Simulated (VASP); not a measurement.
Input of a VASP 6.6.1 run:

File INCAR:

```
PREC = Accurate
ENCUT = 600
EDIFF = 1E-7
ISMEAR = 0
SIGMA = 0.03
LREAL = F
LASPH = T
NELM = 80
ALGO = Normal
ISIF = 3
LWAVE = F
LCHARG = F
GGA = PE
IBRION = 2
NSW = 90
EDIFFG = -0.005
PSTRESS = 194.0
```

The input KPOINTS:

```
Automatic mesh
0
Gamma
  10 10 10
```

The input POSCAR:

```
BAs                                     
1.0
    0.0000000000      2.3171896129      2.3171896129
    2.3171896129      0.0000000000      2.3171896129
    2.3171896129      2.3171896129      0.0000000000
  B               As            
     1     1
Direct
     0.0000000000000000    0.0000000000000000    0.0000000000000000
     0.2500000000000000    0.2500000000000000    0.2500000000000000
```

Potentials or basis: VASP PAW PBE potentials, release 64 (B, As).

The run is started by

```bash
$ cat potpaw_PBE.64/B/POTCAR potpaw_PBE.64/As/POTCAR > POTCAR
$ mpirun -np 1 vasp_std > vasp.out
```

(1) Estimate the band gap on the k mesh.

Answers

(1) 1.08 eV, indirect (least direct gap 3.40 eV).

Caveat: the relaxation stopped at its first step, so nothing moved; the cell is relaxed towards a set pressure, so the enthalpy falls and the energy may rise.
